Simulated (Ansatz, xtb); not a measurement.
# Ligand exchange: C3H8O + B(CH3)2(SH) → C3H8S + B(CH3)2(OH)

Species: C3H8O (1-propanol) `CCCO`, singlet; B(CH3)2(SH), singlet; C3H8S (1-propanethiol) `CCCS`, singlet; B(CH3)2(OH), singlet. The partners trade OH for SH: C–OH and B–SH bonds give way to C–SH and B–OH.

Shapes, held fixed at every level: PBE0-D4/def2-TZVP. Flexible molecules stand in one conformer, not always the lowest. Programs: Ansatz 0.2.0, xtb 6.7.1. Electronic energies: no zero-point or thermal term.

Q: Estimate ΔE of this reaction.

A: The highest level, CCSD(T)/CBS estimate, gives ΔE = -86.4 kJ/mol; the levels span -86.9 to -73.2. The column of differences is taken from that level and isn't an error. No measured value is set beside it here. The CBS estimate extrapolates MP2 from def2-TZVPP and def2-QZVPP and adds CCSD(T) − MP2 in the triple-zeta set, cores frozen. Times are processor times on shared x86 and Arm servers, and rough.

```csv
level,kind,ΔE (kJ/mol),less CCSD(T)/CBS estimate,CPU time (sum over the molecules)
GFN0-xTB,semi-empirical,-73.2,+13.2,0.15 s
HF/def2-TZVPP,Hartree–Fock,-84.2,+2.2,–
r2SCAN-D4/def2-TZVPP,meta-GGA,-81.7,+4.7,58 s
B3LYP-D4/def2-TZVPP,global hybrid,-84.9,+1.5,58 s
wB97M-V/def2-TZVPP,range-separated hybrid,-86.9,-0.5,2.3 min
wB97X-V/def2-TZVPP,range-separated hybrid,-83.1,+3.3,96 s
CCSD(T)/def2-TZVPP,coupled cluster or CI,-84.9,+1.5,20 min
CCSD/def2-TZVPP,coupled cluster or CI,-85.4,+1.0,–
CCSD(T)/CBS estimate,coupled cluster or CI,-86.4,0.0,25 min
```
